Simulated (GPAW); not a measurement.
A run of GPAW 26.7.0 is set up as follows.

Contents of run.py:

```python
from ase.dft.bandgap import bandgap
from ase.io import read, write
from ase.units import GPa
from gpaw import GPAW, PW

atoms = read('POSCAR')

calc = GPAW(mode=PW(600),
            xc='PBE',
            kpts={'size': (9, 9, 9), 'gamma': True},
            occupations={'name': 'methfessel-paxton', 'order': 0, 'width': 0.012},
            nbands=15,
            convergence={'density': 1e-05, 'energy': 1e-05},
            maxiter=150,
            txt='gpaw.txt')
atoms.calc = calc
energy = atoms.get_potential_energy()
forces = atoms.get_forces()
stress = atoms.get_stress()
calc.write('gs.gpw')
write('result.traj', atoms)
print(f'Energy: {energy:.6f} eV')
print('Forces (eV/A):')
print(forces.round(4))
print('Stress (GPa):', (stress / GPa).round(3))
print('Fermi level:', round(calc.get_fermi_level(), 4), 'eV')
print(f'Gap: {bandgap(calc)[0]:.4f} eV, direct: {bandgap(calc, direct=True)[0]:.4f} eV')
```

The input POSCAR:

```
Bi
1.0
   -1.9814305318      1.9814305318      1.9814305318
    1.9814305318     -1.9814305318      1.9814305318
    1.9814305318      1.9814305318     -1.9814305318
Bi
1
Direct
    0.0000000000      0.0000000000      0.0000000000
```

Potentials or basis: GPAW PAW data sets (gpaw-data 1.2.1), pw.

The run is started by

```console
$ OMP_NUM_THREADS=1 python run.py
```

Q: Estimate the band gap on the k mesh.

A: None (metal or under the smearing width).

Q: Predict the pressure.

A: 0.7 GPa.

Caveat: spin-orbit coupling is left out, which moves the levels of the heavy elements.
